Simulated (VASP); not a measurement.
**TiSe2: relaxation of cell and atoms with PBE+D3(BJ)**

The system is TiSe2, a slab with vacuum.

```xyz
6
Lattice="3.5360 0.0000 0.0000 -1.7680 3.0623 0.0000 0.0000 0.0000 27.0684" Properties=species:S:1:pos:R:3 pbc="T T T"
Se    1.7680    1.0208    9.0000
Se    0.0000    2.0415   12.0644
Se    1.7680    1.0208   15.0040
Se    0.0000    2.0415   18.0684
Ti    0.0000    0.0000   10.5322
Ti    0.0000    0.0000   16.5362
```

| Quantity | Value |
| --- | --- |
| Program | VASP 6.6.1 |
| Task | relaxation of cell and atoms |
| Functional | PBE |
| Dispersion | D3(BJ) |
| Potentials or basis | VASP PAW PBE potentials, release 64 (Se, Ti_sv) |
| Cutoff | 600 eV |
| k mesh | 12 × 12 × 1 |
| Occupations | gaussian, width 0.03 eV |
| Spin | no spin polarisation |
| Further INCAR settings | ALGO = Normal; EDIFF = 1e-06; IBRION = 2; EDIFFG = -0.01; NSW = 90; ISIF = 3 |

* Relaxed volume: 47.35 Å³/atom
* Relaxed cell: a = 3.481 Å, b = 3.481 Å, c = 27.068 Å, α = 90.00°, β = 90.00°, γ = 120.00°
* Space group after relaxing (to 0.05 Å): P-3m1 (No. 164)
* Energy gained by relaxing: 5.4 meV/atom
* Ionic steps: 22
* Largest force after relaxing: 0.003 eV/Å
* Band gap on the k mesh: none (metal or under the smearing width)
* Dispersion energy per atom: -0.374 eV

Forces in eV/Å, atoms in the order of the input:
```
Se   0.000  0.000  0.001
Se   0.000  0.000  0.003
Se   0.000  0.000 -0.003
Se   0.000  0.000 -0.001
Ti   0.000  0.000 -0.003
Ti   0.000  0.000  0.003
```

Step by step:
```
step  energy change (eV)  largest force (eV/Å)  pressure (GPa)  volume (Å³)
   1              0.0000                0.1119           -0.45       293.10
   2             -0.0171                0.2461            0.19       287.04
   3             -0.0174                0.2704            0.29       286.17
   4             -0.0273                0.1655            0.15       284.54
   5             -0.0301                0.0653            0.02       282.97
   6             -0.0301                0.0736            0.04       283.10
   7             -0.0306                0.0281           -0.12       284.14
   8             -0.0307                0.0261           -0.08       283.84
   9             -0.0308                0.0223           -0.06       283.66
  10             -0.0308                0.0324           -0.03       283.56
  11             -0.0309                0.0308           -0.02       283.54
  12             -0.0311                0.0307           -0.01       283.47
  13             -0.0314                0.0273            0.02       283.33
  14             -0.0318                0.0224            0.07       283.05
  15             -0.0319                0.0201            0.06       283.16
  16             -0.0321                0.0101            0.01       283.48
  17             -0.0321                0.0344           -0.08       284.13
  18             -0.0322                0.0210           -0.04       283.84
  19             -0.0322                0.0188           -0.04       283.87
  20             -0.0322                0.0164           -0.03       283.95
  21             -0.0323                0.0142           -0.01       284.12
  22             -0.0323                0.0032           -0.01       284.08
```

Final structure:
```cif
data_structure
_symmetry_space_group_name_H-M 'P 1'
_symmetry_Int_Tables_number 1
_cell_length_a 3.4811
_cell_length_b 3.4811
_cell_length_c 27.0684
_cell_angle_alpha 90.000
_cell_angle_beta 90.000
_cell_angle_gamma 120.000
_cell_volume 284.08
loop_
_atom_site_label
_atom_site_type_symbol
_atom_site_fract_x
_atom_site_fract_y
_atom_site_fract_z
_atom_site_occupancy
Se1 Se 0.66667 0.33333 0.33275 1
Se2 Se 0.33333 0.66667 0.44819 1
Se3 Se 0.66667 0.33333 0.55181 1
Se4 Se 0.33333 0.66667 0.66725 1
Ti1 Ti 0.00000 0.00000 0.39083 1
Ti2 Ti 0.00000 0.00000 0.60917 1
```

Levels at points of the mesh, in eV from the Fermi level:
| k point | band 22 | band 23 | band 24 | band 25 | band 26 | band 27 |
| --- | --- | --- | --- | --- | --- | --- |
| (0.00, 0.00, 0.00) | 0.49 | 0.52 | 0.52 | 0.53 | 0.53 | 0.64 |
| (0.50, 0.00, 0.00) | -1.54 | -1.13 | -0.89 | -0.14 | 0.02 | 1.48 |

It took 9.8 min on 4 MPI ranks on Intel(R) Xeon(R) Platinum 8488C (Sapphire Rapids), on a shared host, peak memory 0.58 GiB a rank.
